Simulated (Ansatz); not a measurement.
Which way does BeS + GaSe ⇌ BeSe + GaS run?

Plane-wave DFT in Ansatz with scalar-relativistic PAW potentials, cutoff 420 eV, Γ-centred meshes chosen by cell and gap, Gaussian smearing with energies taken to zero width. Every cell was relaxed (cell and atoms) in a run of its own, within the symmetry of its start. Functional: PBEsol.

Total energies hold large constants for each element; a whole number of eV per atom of each element is taken off below, which cancels in a balanced reaction.

| compound | lowest structure computed | structures tried | V (Å³/atom) | gap on mesh (eV) | E (eV per formula unit, common shift removed) |
| --- | --- | --- | --- | --- | --- |
| BeS | F-43m | 3 | 14.15 | 2.91 | -2.4439 |
| GaSe | P6_3/mmc | 3 | 24.88 | 1.06 | -1.5225 |
| BeSe | F-43m | 2 | 16.86 | 2.47 | -2.1622 |
| GaS | P6_3/mmc | 2 | 22.07 | 1.73 | -1.4148 |

**Question.** Work out the reaction energy at 0 K.

**Answer.** ΔE = E(BeSe) + E(GaS) − E(BeS) − E(GaSe) = 0.389 eV, or 38 kJ per mole of reaction (97 meV/atom). The left side is lower: Be takes S and Ga takes Se. All four are computed as solids; where they are solids at ordinary conditions entropy changes little. A lower structure that wasn't tried would shift the value, and mixed crystals may lie lower than either side.

Each cell of GaS, GaSe holds layers, and where no dispersion correction was added their binding is poorly described.